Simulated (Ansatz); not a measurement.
Sb:

```
Sb
1.0
     2.15420    1.24373    3.75800
    -2.15420    1.24373    3.75800
     0.00000   -2.48746    3.75800
Sb
2
Direct
  0.76651 0.76651 0.76651
  0.23349 0.23349 0.23349
```

| Quantity | Value |
| --- | --- |
| Program | Ansatz 0.2.0 |
| Task | relaxation of cell and atoms |
| Functional | rPW86-PBE |
| Dispersion | rVV10 |
| Potentials or basis | Ansatz PAW |
| Cutoff | 420 eV (not typed: the program's choice for these potentials) |
| k mesh | 8 × 8 × 8 |
| Occupations | fermi-dirac, width 0.05 eV |
| Spin | no spin polarisation |

At the start: volume 30.21 Å³/atom.

**Question.** Where does the relaxation end?

**Answer.** It ends after 7 steps and the volume is 33.10 Å³/atom (+9.6 %); space group R-3m (No. 166, to 0.05 Å).

Step by step:
| step | energy change (eV) | largest force (eV/Å) | volume (Å³) |
| --- | --- | --- | --- |
| 1 | 0.0000 | 0.2108 | 60.41 |
| 2 | -0.0323 | 0.3425 | 68.93 |
| 3 | -0.0655 | 0.0813 | 66.04 |
| 4 | -0.0674 | 0.0254 | 65.69 |
| 5 | -0.0681 | 0.0050 | 66.14 |
| 6 | -0.0681 | 0.0075 | 66.19 |
| 7 | -0.0691 | 0.0076 | 66.19 |

Final structure:
```xyz
2
Lattice="2.2065 1.2739 3.9246 -2.2065 1.2739 3.9246 0.0000 -2.5479 3.9246" Properties=species:S:1:pos:R:3 pbc="T T T"
Sb    0.0000    0.0000    9.0490
Sb    0.0000    0.0000    2.7248
```

Caveat: the plane-wave basis is chosen anew once the cell has moved, so the energies of steps on either side of that aren't comparable; the PAW data sets come from PBE, with cores solved anew for the run's functional, which leaves a small shift of forces and pressure.
